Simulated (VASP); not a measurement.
# AlN (P6_3mc) in VASP: notebook

The runs below take AlN through relaxation of cell and atoms, with LDA, PBEsol, PBE.

All numbers are computed with VASP 6.6.1; they aren't measurements. Logs are shortened: lines on timing, memory, paths and dates and some standing lists are left out, and cuts for length are marked.

## (1) Starting point

The structure is hexagonal, space group P6_3mc (No. 186). The conventional cell has a = 3.091 Å, b = 3.091 Å, c = 4.947 Å, α = 90.00°, β = 90.00°, γ = 120.00°. Al (site symmetry 3m) is surrounded by 4 N at 1.88 to 1.89 Å. N (site symmetry 3m) has 4 Al at 1.88 to 1.89 Å as nearest neighbours.

## (2) Relaxation of cell and atoms, LDA

INCAR reads:

```
  PREC = Accurate
  ENCUT = 600
  EDIFF = 1E-7
  ISMEAR = 0
  SIGMA = 0.03
  LREAL = F
  LASPH = T
  NELM = 80
  ALGO = Normal
  ISIF = 3
  LWAVE = F
  LCHARG = F
  IBRION = 2
  NSW = 90
  EDIFFG = -0.005
```

KPOINTS reads:

```
regular mesh
0
Gamma
  12 12 6
```

POSCAR reads:

```
AlN                                     
1.0
    3.0908828176      0.0000000000      0.0000000000
   -1.5454414088      2.6767830402      0.0000000000
    0.0000000000      0.0000000000      4.9467950279
  Al              N             
     2     2
Direct
     0.3333333332999970    0.6666666667000030    0.9990489473736224
     0.6666666667000030    0.3333333332999970    0.4990489473736223
     0.3333333332999970    0.6666666667000030    0.3809510526263803
     0.6666666667000030    0.3333333332999970    0.8809510526263802
```

Potentials or basis: VASP PAW LDA potentials, release 64 (Al, N).

Command:

```
$ cat potpaw_LDA.64/Al/POTCAR potpaw_LDA.64/N/POTCAR > POTCAR
$ mpirun -np 1 vasp_std > vasp.out
```

OUTCAR:

```text
PREC = Accurate
   ENCUT = 600
   EDIFF = 1E-7
   ISMEAR = 0
   LREAL = F
   LASPH = T
   NELM = 80
   ISIF = 3
   IBRION = 2
   NSW = 90
   EDIFFG = -0.005

 ion  position               nearest neighbor table
   1  0.333  0.667  0.999-   4 1.88   4 1.88   4 1.88   3 1.89   2 3.05   2 3.05   2 3.05   2 3.05
                             2 3.05   2 3.05
   2  0.667  0.333  0.499-   3 1.88   3 1.88   3 1.88   4 1.89   1 3.05   1 3.05   1 3.05   1 3.05
                             1 3.05   1 3.05
   3  0.333  0.667  0.381-   2 1.88   2 1.88   2 1.88   1 1.89
   4  0.667  0.333  0.881-   1 1.88   1 1.88   1 1.88   2 1.89

  LATTYP: Found a hexagonal cell.
 ALAT       =     3.0908828176
 C/A-ratio  =     1.6004472896

  Lattice vectors:

 A1 = (   3.0908828176,   0.0000000000,   0.0000000000)
 A2 = (  -1.5454414088,   2.6767830402,   0.0000000000)
 A3 = (   0.0000000000,   0.0000000000,   4.9467950279)

Analysis of symmetry for initial positions (statically):
=====================================================================
 Subroutine PRICEL returns:
 Original cell was already a primitive cell.

 Routine SETGRP: Setting up the symmetry group for a
 hexagonal supercell.

 Subroutine GETGRP returns: Found 12 space group operations
 (whereof  6 operations were pure point group operations)
 out of a pool of 24 trial point group operations.

The static configuration has the point symmetry C_3v.
 The point group associated with its full space group is C_6v.

Analysis of symmetry for dynamics (positions and initial velocities):
=====================================================================
 Subroutine PRICEL returns:
 Original cell was already a primitive cell.

 Routine SETGRP: Setting up the symmetry group for a
 hexagonal supercell.

 Subroutine GETGRP returns: Found 12 space group operations
 (whereof  6 operations were pure point group operations)
 out of a pool of 24 trial point group operations.

The dynamic configuration has the point symmetry C_3v.
 The point group associated with its full space group is C_6v.

 Subroutine INISYM returns: Found 12 space group operations
 (whereof  6 operations are pure point group operations),
 and found     1 'primitive' translations

----------------------------------------------------------------------------------------

                                     Primitive cell

  volume of cell :      40.9279

  direct lattice vectors                    reciprocal lattice vectors
     3.090882818  0.000000000  0.000000000     0.323532162  0.186791381  0.000000000
    -1.545441409  2.676783040  0.000000000     0.000000000  0.373582761  0.000000000
     0.000000000  0.000000000  4.946795028     0.000000000  0.000000000  0.202151089

  length of vectors
     3.090882818  3.090882818  4.946795028     0.373582761  0.373582761  0.202151089

  position of ions in fractional coordinates (direct lattice)
     0.333333333  0.666666667  0.999048947
     0.666666667  0.333333333  0.499048947
     0.333333333  0.666666667  0.380951053
     0.666666667  0.333333333  0.880951053

  ion indices of the primitive-cell ions
   primitive index   ion index
                 1           1
                 2           2
                 3           3
                 4           4

----------------------------------------------------------------------------------------

 KPOINTS: regular mesh

Automatic generation of k-mesh.
 Grid dimensions read from file:
 generate k-points for:   12   12    6

 Generating k-lattice:

  Cartesian coordinates                     Fractional coordinates (reciprocal lattice)
     0.026961013  0.015565948  0.000000000     0.083333333  0.000000000  0.000000000
     0.000000000  0.031131897  0.000000000     0.000000000  0.083333333  0.000000000
     0.000000000  0.000000000  0.033691848     0.000000000  0.000000000  0.166666667

  Length of vectors
     0.031131897  0.031131897  0.033691848

  Shift w.r.t. Gamma in fractional coordinates (k-lattice)
     0.000000000  0.000000000  0.000000000

 Subroutine IBZKPT returns following result:
 ===========================================

 Found     76 irreducible k-points:

 Following reciprocal coordinates:
            Coordinates               Weight
  0.000000  0.000000  0.000000      1.000000
  0.083333 -0.000000  0.000000      6.000000
  0.166667  0.000000  0.000000      6.000000
  0.250000  0.000000  0.000000      6.000000
  0.333333 -0.000000  0.000000      6.000000
  0.416667 -0.000000  0.000000      6.000000
[... 16 lines left out ...]
  0.250000  0.000000  0.166667     12.000000
  0.333333 -0.000000  0.166667     12.000000
 [... further k-points ...]
   k-points           NKPTS =     76   k-points in BZ     NKDIM =     76   number of bands    NBANDS=     12
   number of dos      NEDOS =    301   number of ions     NIONS =      4
   total plane-waves  NPLWV =  31360
   dimension x,y,z NGX =    28 NGY =   28 NGZ =   40
   dimension x,y,z NGXF=    56 NGYF=   56 NGZF=   80
   ions per type =               2   2
   NGX,Y,Z   is equivalent  to a cutoff of  15.06, 15.06, 13.44 a.u.
   NGXF,Y,Z  is equivalent  to a cutoff of  30.12, 30.12, 26.89 a.u.
 SYSTEM =  unknown system
   PREC   = accura    normal or accurate (medium, high low for compatibility)
   ISTART =      0    job   : 0-new  1-cont  2-samecut
   ICHARG =      2    charge: 1-file 2-atom 10-const
   ISPIN  =      1    spin polarized calculation?
   LNONCOLLINEAR =      F non collinear calculations
   LSORBIT =      F    spin-orbit coupling
   LASPH  =      T    aspherical Exc in radial PAW
   ENCUT  =  600.0 eV  44.10 Ry    6.64 a.u.   6.17  6.17  9.88*2*pi/ulx,y,z
   NELM   =     80;   NELMIN=  2; NELMDL= -5     # of ELM steps
   EDIFF  = 0.1E-06   stopping-criterion for ELM
   LREAL  =      F    real-space projection
   EDIFFG = -.5E-02   stopping-criterion for IOM
   NSW    =     90    number of steps for IOM
   IBRION =      2    ionic relax: 0-MD 1-quasi-New 2-CG
   NFREE  =      1    steps in history (QN), initial steepest desc. (CG)
   ISIF   =      3    stress and relaxation
   ISYM   =      2    0-nonsym 1-usesym 2-fastsym
   POTIM  = 0.5000    time-step for ionic-motion
   TEBEG  =    0.0;   TEEND  =   0.0 temperature during run
   PSTRESS=    0.0 pullay stress
   NELECT =      16.0000    total number of electrons
   NUPDOWN=      -1.0000    fix difference up-down
   EMIN   =  10.00;   EMAX   =-10.00  energy-range for DOS
   EFERMI =   0.00;   METHOD = LEGACY
   ISMEAR =     0;   SIGMA  =   0.03  broadening in eV -4-tet -1-fermi 0-gaus
   EFERMI_NEDOS =   21; number of points for ismear=-14 and -15
   IALGO  =     38    algorithm
   IMIX   =      4    mixing-type and parameters
     AMIX     =   0.40;   BMIX     =  1.00
     AMIX_MAG =   1.60;   BMIX_MAG =  1.00
  volume/ion in A,a.u.               =      10.23        69.05
  Fermi-wavevector in a.u.,A,eV,Ry     =   1.197039  2.262076 19.495819  1.432902
  Thomas-Fermi vector in A             =   2.332964
   LORBIT       =      0    0 simple, 1 ext, 2 COOP (PROOUT), +10 PAW based schemes
   GGA     = CA    functional components
   LHFCALC =     F    Hartree Fock is set to
   AEXX    =    0.0000 exact exchange contribution
   IVDW    =     0    specifies the selected vdW correction
   LEPSILON=     F    determine dielectric tensor
   LRPA    =     F    only Hartree local field effects (RPA)
 conjugate gradient relaxation of ions
 non-spin polarized calculation
 Gauss-broadening in eV      SIGMA  =   0.03
  energy-cutoff  :      600.00
  volume of cell :       40.93
 maximum number of plane-waves:      1387
 NGX is ok and might be reduce to    28
   NGX = 13   NGY = 13   NGZ = 19

--------------------------------------- Ionic step        1  -------------------------------------------

 number of electron      15.9999999 magnetization

 Free energy of the ion-electron system (eV)
  ---------------------------------------------------
  ext. energy  EPLUGINS =         0.00000000
  ---------------------------------------------------
  free energy    TOTEN  =       -32.84252916 eV

  energy without entropy =      -32.84252916  energy(sigma->0) =      -32.84252916

------------------------ aborting loop because EDIFF is reached ----------------------------------------

  FORCE on cell =-STRESS in cart. coord.  units (eV):
  Direction    XX          YY          ZZ          XY          YZ          ZX
  --------------------------------------------------------------------------------------
  -------------------------------------------------------------------------------------
  Total        0.0215439      0.0215439      0.0371848      0.0000000      0.0000000      0.0000000
  in kB        0.8433642      0.8433642      1.4556475      0.0000000      0.0000000      0.0000000
  external PRESSURE =       1.0474586 kB  Pullay stress =       0.0000000 kB
[... 61 lines left out ...]
  energy  without entropy=      -32.8425293463  energy(sigma->0) =      -32.84252935

--------------------------------------- Ionic step        3  -------------------------------------------

 number of electron      15.9999999 magnetization

 Free energy of the ion-electron system (eV)
  ---------------------------------------------------
  ext. energy  EPLUGINS =         0.00000000
  ---------------------------------------------------
  free energy    TOTEN  =       -32.84253708 eV

  energy without entropy =      -32.84253708  energy(sigma->0) =      -32.84253708

 E-fermi :   6.2824     XC(G=0): -11.3319

 val. band max:        6.0880655831   @ k =   0.0000   0.0000   0.0000
 cond. band min:      10.4891869639   @ k =   0.0000   0.0000   0.0000
 fundamental gap:      4.4011213808
 Fermi energy:         6.2824311303

 k-point     1 :       0.0000    0.0000    0.0000
  band No.  band energies     occupation
      1      -9.0686      2.00000
      2      -6.7836      2.00000
      3      -0.0537      2.00000
      4       5.2008      2.00000
      5       5.2008      2.00000
      6       5.8614      2.00000
      7       5.8614      2.00000
      8       6.0881      2.00000
      9      10.4892      0.00000
     10      12.7973      0.00000
     11      16.7227      0.00000
     12      17.1686      0.00000
[... 331 lines left out ...]
 k-point    24 :       0.3333   -0.0000    0.1667
  band No.  band energies     occupation
      1      -7.6739      2.00000
      2      -6.3491      2.00000
      3       1.0647      2.00000
      4       2.0774      2.00000
      5       2.6755      2.00000
      6       4.2685      2.00000
      7       5.2747      2.00000
      8       5.4122      2.00000
      9      11.9093      0.00000
     10      12.6781      0.00000
     11      14.6288      0.00000
     12      16.2471      0.00000

 [... further k-points ...]
[... 5 lines left out ...]
  --------------------------------------------------------------------------------------
  -------------------------------------------------------------------------------------
  Total        0.0000026      0.0000026     -0.0013573      0.0000000      0.0000000     -0.0000000
  in kB        0.0001027      0.0001027     -0.0531058      0.0000000      0.0000000     -0.0000000
  external PRESSURE =      -0.0176335 kB  Pullay stress =       0.0000000 kB
[... 19 lines left out ...]
  FREE ENERGIE OF THE ION-ELECTRON SYSTEM (eV)
  ---------------------------------------------------
  free  energy   TOTEN  =       -32.8425370795 eV

  energy  without entropy=      -32.8425370795  energy(sigma->0) =      -32.84253708

 reached required accuracy - stopping structural energy minimisation
```

Wall time 61 s (1 thread of Intel Xeon Platinum 8259CL at 2.50GHz (Skylake/Cascade Lake), shared host); peak memory 0.17 GiB.

What came out:

```yaml
Free_energy: -32.8425 eV
Relaxed_volume: 10.24 Å³/atom
Relaxed_cell: a = 3.091 Å, b = 3.091 Å, c = 4.948 Å, α = 90.00°, β = 90.00°, γ = 120.00°
Space_group_after_relaxing_to_0.05_Å: P6_3mc (No. 186)
Energy_gained_by_relaxing: 0.0 meV/atom
Ionic_steps: 3
Pressure_after_relaxing: 0.0 GPa
Band_gap_on_the_k_mesh: 4.40 eV, direct
```

Final structure:
```
Al N
1.0
     3.09129    0.00000    0.00000
    -1.54564    2.67714    0.00000
     0.00000    0.00000    4.94792
Al N
2 2
Cartesian
  0.0000 1.7848 4.9431
  1.5456 0.8924 2.4691
  0.0000 1.7848 1.8850
  1.5456 0.8924 4.3590
```

## (3) Relaxation of cell and atoms, PBEsol

This run uses another cell than the first one, of 10.45 Å³/atom, 1.021 times its volume.

INCAR reads:

```
ALGO = Normal ; EDIFF = 1E-6
EDIFFG = -0.01 ; ENCUT = 600
GGA = PS ; IBRION = 2
ISIF = 3 ; ISMEAR = 0
KPAR = 2 ; LASPH = True
LCHARG = False ; LREAL = False
LWAVE = False ; NELM = 80
NSW = 90 ; PREC = Accurate
SIGMA = 0.03
```

KPOINTS reads:

```
k-points
0
Gamma
  12 12 6
```

POSCAR reads:

```
AlN
1.0
    3.1130000000      0.0000000000      0.0000000000
   -1.5565000000      2.6959370820      0.0000000000
    0.0000000000      0.0000000000      4.9810000000
Al N
2 2
Direct
    0.3333333333      0.6666666667      0.0000000000
    0.6666666667      0.3333333333      0.5000000000
    0.3333333333      0.6666666667      0.3800000000
    0.6666666667      0.3333333333      0.8800000000
```

Potentials or basis: VASP PAW PBE potentials, release 64 (Al, N).

Command:

```
$ cat potpaw_PBE.64/Al/POTCAR potpaw_PBE.64/N/POTCAR > POTCAR
$ mpirun -np 2 vasp_std > vasp.out
```

It took 62 s on 2 MPI ranks of Intel Xeon Platinum 8259CL at 2.50GHz (Skylake/Cascade Lake), shared host; peak memory 0.18 GiB.

Results (log left out):

```
Free energy                            : -31.3157 eV
Relaxed volume                         : 10.45 Å³/atom
Relaxed cell                           : a = 3.113 Å, b = 3.113 Å, c = 4.981 Å, α = 90.00°, β = 90.00°, γ = 120.00°
Space group after relaxing (to 0.05 Å) : P6_3mc (No. 186)
Energy gained by relaxing              : 0.3 meV/atom
Ionic steps                            : 6
Pressure after relaxing                : 0.1 GPa
Band gap on the k mesh                 : 4.12 eV, direct
```

Step by step:
```
step  energy change (eV)  largest force (eV/Å)  pressure (GPa)  volume (Å³)
   1              0.0000                0.1321            0.04        41.80
   2             -0.0003                0.0871            0.02        41.82
   3             -0.0012                0.0143            0.05        41.81
   4             -0.0013                0.0063           -0.06        41.83
   5             -0.0013                0.0013           -0.12        41.84
   6             -0.0013                0.0005            0.09        41.79
```

Final structure:
```yaml
crystal:
  lattice:
    - [3.11270, 0.00000, 0.00000]
    - [-1.55635, 2.69568, 0.00000]
    - [0.00000, 0.00000, 4.98090]
  atoms:
    - { symbol: Al, position: [0.33333, 0.66667, 0.99899] }
    - { symbol: Al, position: [0.66667, 0.33333, 0.49899] }
    - { symbol: N, position: [0.33333, 0.66667, 0.38101] }
    - { symbol: N, position: [0.66667, 0.33333, 0.88101] }
```

Levels at points of the mesh, in eV from the valence-band top:
| k point | band 6 | band 7 | band 8 | band 9 | band 10 | band 11 |
| --- | --- | --- | --- | --- | --- | --- |
| (0.00, 0.00, 0.00) | -0.23 | -0.23 | 0.00 | 4.12 | 6.55 | 10.50 |
| (0.50, 0.00, 0.00) | -2.12 | -1.81 | -0.70 | 5.67 | 5.68 | 8.08 |
| (0.00, 0.00, 0.50) | -0.56 | -0.56 | -0.56 | 6.37 | 6.37 | 10.21 |
| (0.50, 0.00, 0.50) | -1.49 | -1.38 | -1.38 | 5.17 | 5.17 | 9.13 |

Caveat: the PAW data sets were made with another functional, which shifts forces and pressure a little. A k mesh can miss the band edges.

## (4) Relaxation of cell and atoms, PBEsol

This run uses another cell than the first one, of 10.45 Å³/atom, 1.021 times its volume.

INCAR, as its differences from that of step 3:

```diff
@@ -1,3 +1,3 @@
-ALGO = Normal ; EDIFF = 1E-6
-EDIFFG = -0.01 ; ENCUT = 600
+ALGO = Normal ; EDIFF = 1E-7
+EDIFFG = -0.005 ; ENCUT = 600
 GGA = PS ; IBRION = 2
```

KPOINTS is that of step 3.

POSCAR reads:

```
AlN                                     
1.0
    3.1127044167      0.0000000000      0.0000000000
   -1.5563522084      2.6956810994      0.0000000000
    0.0000000000      0.0000000000      4.9808959608
  Al              N             
     2     2
Direct
     0.3333333332999970    0.6666666667000030    0.9989884320302729
     0.6666666667000030    0.3333333332999970    0.4989884320302728
     0.3333333332999970    0.6666666667000030    0.3810115679697297
     0.6666666667000030    0.3333333332999970    0.8810115679697297
```

Command:

```
$ cat potpaw_PBE.64/Al/POTCAR potpaw_PBE.64/N/POTCAR > POTCAR
$ mpirun -np 2 vasp_std > vasp.out
```

Wall time 53 s (2 MPI ranks of Intel Xeon Platinum 8259CL at 2.50GHz (Skylake/Cascade Lake), shared host); peak memory 0.19 GiB.

Results (log left out):

```
Free energy                            : -31.3157 eV
Relaxed volume                         : 10.45 Å³/atom
Relaxed cell                           : a = 3.113 Å, b = 3.113 Å, c = 4.982 Å, α = 90.00°, β = 90.00°, γ = 120.00°
Space group after relaxing (to 0.05 Å) : P6_3mc (No. 186)
Energy gained by relaxing              : 0.0 meV/atom
Ionic steps                            : 3
Pressure after relaxing                : 0.0 GPa
Band gap on the k mesh                 : 4.12 eV, direct
```

Final structure:
```cif
data_structure
_symmetry_space_group_name_H-M 'P 1'
_symmetry_Int_Tables_number 1
_cell_length_a 3.1131
_cell_length_b 3.1131
_cell_length_c 4.9818
_cell_angle_alpha 90.000
_cell_angle_beta 90.000
_cell_angle_gamma 120.000
_cell_volume 41.81
loop_
_atom_site_label
_atom_site_type_symbol
_atom_site_fract_x
_atom_site_fract_y
_atom_site_fract_z
_atom_site_occupancy
Al1 Al 0.33333 0.66667 0.99899 1
Al2 Al 0.66667 0.33333 0.49899 1
N1 N 0.33333 0.66667 0.38101 1
N2 N 0.66667 0.33333 0.88101 1
```

Levels at points of the mesh, in eV from the valence-band top:
```tsv
k point	band 4	band 5	band 6	band 7	band 8	band 9	band 10	band 11	band 12
(0.00, 0.00, 0.00)	-0.88	-0.88	-0.23	-0.23	0.00	4.12	6.55	10.50	11.02
(0.50, 0.00, 0.00)	-4.20	-3.38	-2.12	-1.81	-0.70	5.67	5.67	8.07	10.16
(0.00, 0.00, 0.50)	-3.36	-0.56	-0.56	-0.56	-0.56	6.37	6.37	10.20	10.20
(0.50, 0.00, 0.50)	-5.66	-1.49	-1.49	-1.38	-1.38	5.17	5.17	9.12	9.12
```

Caveat: the PAW data sets were made with another functional, which shifts forces and pressure a little.

[end of part 1 of 2]
